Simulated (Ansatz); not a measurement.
# Redistribution: C5H11N + C3H8O → C5H10O + C3H9N

Gas-phase species: C5H11N (cyclopentylamine) `NC1CCCC1`, singlet; C3H8O (1-propanol) `CCCO`, singlet; C5H10O (cyclopentanol) `OC1CCCC1`, singlet; C3H9N (propylamine) `CCCN`, singlet. The partners trade NH2 for OH; both sit on C, so the bond types are kept.

Shapes, held fixed at every level: PBE0-D4/def2-TZVP. Flexible molecules stand in one conformer, not always the lowest. Programs: Ansatz 0.2.0. Electronic energies: no zero-point or thermal term.

Q: Estimate ΔE of this reaction.

A: The highest level, CCSD(T)/CBS estimate, gives ΔE = -0.6 kJ/mol; the levels span -1.9 to +4.2. That is about zero within the method's error. They disagree on the sign: 1 of 7 are positive. The column of differences is taken from that level and isn't an error. No measured value is set beside it here. The CBS estimate extrapolates MP2 from def2-TZVPP and def2-QZVPP and adds CCSD(T) − MP2 in the triple-zeta set, cores frozen.

```tsv
level	kind	ΔE (kJ/mol)	less CCSD(T)/CBS estimate
HF/def2-TZVPP	Hartree–Fock	+4.2	+4.8
B3LYP-D4/def2-TZVPP	global hybrid	-1.4	-0.8
wB97M-V/def2-TZVPP	range-separated hybrid	-1.9	-1.3
B2PLYP/def2-TZVPP	double hybrid	-0.2	+0.4
MP2/def2-TZVPP	perturbation theory	-0.6	0.0
CCSD/def2-TZVPP	coupled cluster or CI	-0.1	+0.5
CCSD(T)/CBS estimate	coupled cluster or CI	-0.6	0.0
```
